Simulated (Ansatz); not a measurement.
Crystal: TaS2.

```xyz
3
Lattice="3.3500 0.0000 0.0000 -1.6750 2.9012 0.0000 0.0000 0.0000 5.8600" Properties=species:S:1:pos:R:3 pbc="T T T"
Ta    0.0000    0.0000    0.0000
S     1.6750    0.9671    4.3950
S     0.0000    1.9341    1.4650
```

| Quantity | Value |
| --- | --- |
| Program | Ansatz 0.2.0 |
| Task | relaxation of cell and atoms |
| Functional | RPBE-LYP |
| Potentials or basis | all-electron LAPW, scalar-relativistic |
| Basis error allowed | 0.001 eV/atom |
| k mesh | 9 × 9 × 5 |
| Occupations | cold, width 0.025 eV |
| Spin | collinear spin, random start |
| Starting moments | [-0.28, 0.0, 0.0] μB |

At the start: volume 18.98 Å³/atom.

Where does the relaxation end?

Over 11 steps the energy falls by 173.5 meV/atom and the volume is 27.08 Å³/atom (+42.6 %); space group P-3m1 (No. 164, to 0.05 Å); moment 0.00 μB per cell.

The path:
| step | energy change (eV) | largest force (eV/Å) | volume (Å³) |
| --- | --- | --- | --- |
| 1 | 0.0000 | 1.6005 | 56.95 |
| 2 | -0.4086 | 0.3541 | 65.10 |
| 3 | -0.4608 | 0.2836 | 69.32 |
| 4 | -0.4923 | 0.1399 | 71.01 |
| 5 | -0.5097 | 0.0299 | 73.48 |
| 6 | -0.5166 | 0.0430 | 76.12 |
| 7 | -0.5197 | 0.0019 | 78.68 |
| 8 | -0.5203 | 0.0398 | 80.26 |
| 9 | -0.5205 | 0.0145 | 81.29 |
| 10 | -0.5205 | 0.0009 | 81.24 |
| 11 | -0.5206 | 0.0009 | 81.24 |

Final structure:
```yaml
crystal:
  lattice:
    - [3.49558, 0.00000, 0.00000]
    - [-1.74779, 3.02726, 0.00000]
    - [0.00000, 0.00000, 7.67672]
  atoms:
    - { symbol: Ta, position: [0.00000, 0.00000, 0.00000] }
    - { symbol: S, position: [0.66667, 0.33333, 0.80174] }
    - { symbol: S, position: [0.33333, 0.66667, 0.19826] }
```

Caveat: the volume moved by over 15 % at a fixed basis, so the end points are rough; the starting moments weren't kept.
